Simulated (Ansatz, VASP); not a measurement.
This is a calculation of Au (Gold) for VASP 6.6.1. 

The input INCAR:

```
SYSTEM = Au
PREC = Accurate ; ENCUT = 600
EDIFF = 1E-6 ; ISMEAR = -1
SIGMA = 0.05 ; LREAL = .False.
LASPH = .True. ; NELM = 100
ALGO = Normal ; ISIF = 3
LWAVE = .False. ; LCHARG = .False.
GGA = RE ; IVDW = 12
IBRION = 2 ; NSW = 60
EDIFFG = -0.02
```

The input KPOINTS:

```
regular mesh
0
Gamma
  11 11 11
  0 0 0
```

POSCAR

```
Au
1.0
    0.0000000000      2.0350000000      2.0350000000
    2.0350000000      0.0000000000      2.0350000000
    2.0350000000      2.0350000000      0.0000000000
Au
1
Direct
    0.0000000000      0.0000000000      0.0000000000
```

Potentials or basis: VASP PAW PBE potentials, release 64 (Au).

Run with:

```sh
$ cat potpaw_PBE.64/Au/POTCAR > POTCAR
$ mpirun -np 1 vasp_std > vasp.out
```

Q: What does the same run look like in Ansatz 0.2.0? Potentials or basis there: all-electron LAPW, scalar-relativistic.

A: As run (cutoffs and basis follow the program's own potentials, and thresholds, step limits or extra output files can differ):

File input.yaml:

```yaml
crystal:
  lattice:
    - [0.0, 2.035, 2.035]
    - [2.035, 0.0, 2.035]
    - [2.035, 2.035, 0.0]
  atoms:
    - { symbol: Au, position: [0.0, 0.0, 0.0] }
kpoints:
  mp_grid: { grid: [11, 11, 11] }
scf:
  occupations: { method: fermi_dirac, width: 0.05 }
hamiltonian:
  xc: revpbe
  dispersion: d3bj
  pseudopotentials: { kind: all_electron, lapw: { basis_error: 0.001 } }
output:
  forces: true
  stress: true
relax:
  f_tol: 0.01
  max_steps: 60
  cell: {}
```

Potentials or basis: all-electron LAPW, scalar-relativistic.

Command:

```sh
$ ansatz run input.yaml --threads 1 --pin off --max-ram 3072MiB --backend cpu --events-out ev --progress --plain --runs-dir out
```

Both were run:

|  | VASP | Ansatz |
| --- | --- | --- |
| Relaxed volume | 16.93 Å³/atom | 16.96 Å³/atom |
| Relaxed cell | a = 2.882 Å, b = 2.882 Å, c = 2.882 Å, α = 60.00°, β = 60.00°, γ = 60.00° | a = 2.884 Å, b = 2.884 Å, c = 2.884 Å, α = 60.00°, β = 60.00°, γ = 60.00° |
| Space group after relaxing | Fm-3m (No. 225) | Fm-3m (No. 225) |
| Pressure after relaxing | 0.0 GPa | 0.0 GPa |

VASP's potentials were made for PBE.

Where Ansatz's input types no cutoff or centring, it takes its own default and a Γ-centred mesh.

Pressure is positive in compression.
